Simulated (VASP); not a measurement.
## BN: evGW0 quasiparticle levels with PBE

The system is BN.

```
B N
1.0
     2.50650    0.00000    0.00000
    -1.25325    2.17069    0.00000
     0.00000    0.00000    6.57374
B N
2 2
Direct
  0.33333 0.66667 0.25000
  0.66667 0.33333 0.75000
  0.33333 0.66667 0.75000
  0.66667 0.33333 0.25000
```

```
Program                         : VASP 6.6.1
Task                            : evGW0 quasiparticle levels
Functional                      : PBE
Potentials or basis             : VASP PAW PBE potentials, release 64 (B_GW, N_GW)
Cutoff                          : 500 eV
k mesh                          : 6 × 6 × 2
Occupations                     : gaussian, width 0.01 eV
Spin                            : no spin polarisation
GW scheme                       : evGW0
GW iterations                   : 4
Cutoff of the response function : 150
Frequency points                : 48
Empty bands                     : 134
Further INCAR settings          : ALGO = EVGW0; EDIFF = 1e-08; NBANDS = 142
```

```yaml
Band_gap_on_the_k_mesh_mean-field_level: 4.27 eV, indirect (least direct gap 4.65 eV)
Quasiparticle_gap: 6.07 eV
Least_direct_quasiparticle_gap: 6.53 eV
```

Levels at points of the mesh, in eV from the valence-band top:
| k point | band 5 | band 6 | band 7 | band 8 | band 9 | band 10 | band 11 | band 12 |
| --- | --- | --- | --- | --- | --- | --- | --- | --- |
| (0.00, 0.00, 0.00) | -1.33 | -1.33 | -1.29 | -1.29 | 5.33 | 10.43 | 11.54 | 11.55 |
| (0.50, 0.00, 0.00) | -4.14 | -4.07 | -1.47 | -0.40 | 4.27 | 5.70 | 9.52 | 9.92 |
| (0.00, 0.00, 0.50) | -1.31 | -1.31 | -1.31 | -1.31 | 7.75 | 7.75 | 11.60 | 11.60 |
| (0.50, 0.00, 0.50) | -4.11 | -4.11 | -0.91 | -0.91 | 4.74 | 4.74 | 9.90 | 9.90 |

Quasiparticle gap after each update of the energies (eV): 5.78, 6.03, 6.07, 6.07

Run time: 120 s on 4 MPI ranks on Intel(R) Xeon(R) 6975P-C (Granite Rapids) (shared host), peak memory 0.42 GiB a rank.

Caveat: the k mesh is coarse (spacing up to 0.48 Å⁻¹), so the values aren't converged; bands, screening cutoff and mesh are small and nothing is extrapolated, so the quasiparticle values aren't converged. A k mesh can miss the band edges.
